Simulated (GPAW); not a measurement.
Runs of GPAW 26.7.0 on NiO2. The structure is trigonal, space group P-3m1 (No. 164). Conventional cell: a = 2.799 Å, b = 2.799 Å, c = 4.618 Å, α = 90.00°, β = 90.00°, γ = 120.00°. Around Ni (site symmetry -3m) lie 6 O at 1.88 Å. Around O (site symmetry 3m) lie 3 Ni at 1.88 Å. The cell comes from a database or a generator and needn't be the stable form of this composition.

```csv
task,level,potentials or basis,k mesh,cutoff (eV),smearing,maxiter,band path,band points,mesh quality,gap on the mesh (eV),pressure (GPa),moment (μB),V0 of scaled cells (Å³/atom),B0 (GPa),largest force (eV/Å)
single point,LDA,"the program's PAW data sets (release 1.2.1) made for this functional, pw",9 × 9 × 5,650,fermi-dirac 0.05 eV,80,-,-,not flagged,1.01,(a),0.00,-,-,0.74
band structure,PBEsol,"PAW data sets generated in the run's folder for this functional, pw",7 × 7 × 4,800,fermi-dirac 0.05 eV,150,"GMKGALHA,LM,KH",80,not flagged,0.93,-0.9,0.00,-,-,0.20
single point,r4SCAN,"GPAW PAW data sets (gpaw-data 1.2.1), pw",7 × 7 × 4,800,fermi-dirac 0.05 eV,150,-,-,coarse,(b),(c),0.00,-,-,0.05
band structure,r2SCAN,"GPAW PAW data sets (gpaw-data 1.2.1), pw",7 × 7 × 4,800,fermi-dirac 0.05 eV,150,"GMKGALHA,LM,KH",80,not flagged,1.43,-1.6,0.00,-,-,0.14
single point,PBEsol,"PAW data sets generated in the run's folder for this functional, pw",11 × 11 × 6,800,fermi-dirac 0.05 eV,150,-,-,not flagged,0.92,-0.9,0.00,-,-,0.20
single point,PBEsol,"PAW data sets generated in the run's folder for this functional, pw",11 × 11 × 6,800,gaussian 0.02 eV,150,-,-,not flagged,0.92,-0.9,0.00,-,-,0.20
band structure,LDA,"the program's PAW data sets (release 1.2.1) made for this functional, pw",7 × 7 × 4,800,fermi-dirac 0.05 eV,150,"GMKGALHA,LM,KH",80,not flagged,0.86,-9.4,0.00,-,-,0.73
equation of state,LDA,"the program's PAW data sets (release 1.2.1) made for this functional, pw",7 × 7 × 4,800,fermi-dirac 0.05 eV,150,-,-,coarse,-,-,-,9.97,220,-
equation of state,PBEsol,"PAW data sets generated in the run's folder for this functional, pw",7 × 7 × 4,800,fermi-dirac 0.05 eV,150,-,-,coarse,-,-,-,10.40,198,-
```

Alike in all rows: spin collinear, ferromagnetic start; cell as given.

Estimate the missing entries.

(a) -12.1; (b) 1.54; (c) -2.9.

Caveats: some runs use coarse meshes; the stock nickel data set gives pressures a few GPa off other programs; the run has no moments, though such compounds are often magnetic (some runs); a magnetic state may lie lower (some runs); an odd mesh through Γ misses points on the zone boundary, where band edges often lie (some runs); the PAW data sets were made with another functional, which shifts forces and pressure a little (some runs); the cell was scaled at fixed shape and fractional positions, which overstates the stiffness of a crystal with free parameters, most of all of layers and chains (some runs); the cutoff is short for stress and forces, so pressures can be off by a GPa or more (some runs).

Not every run made on this cell is shown here.
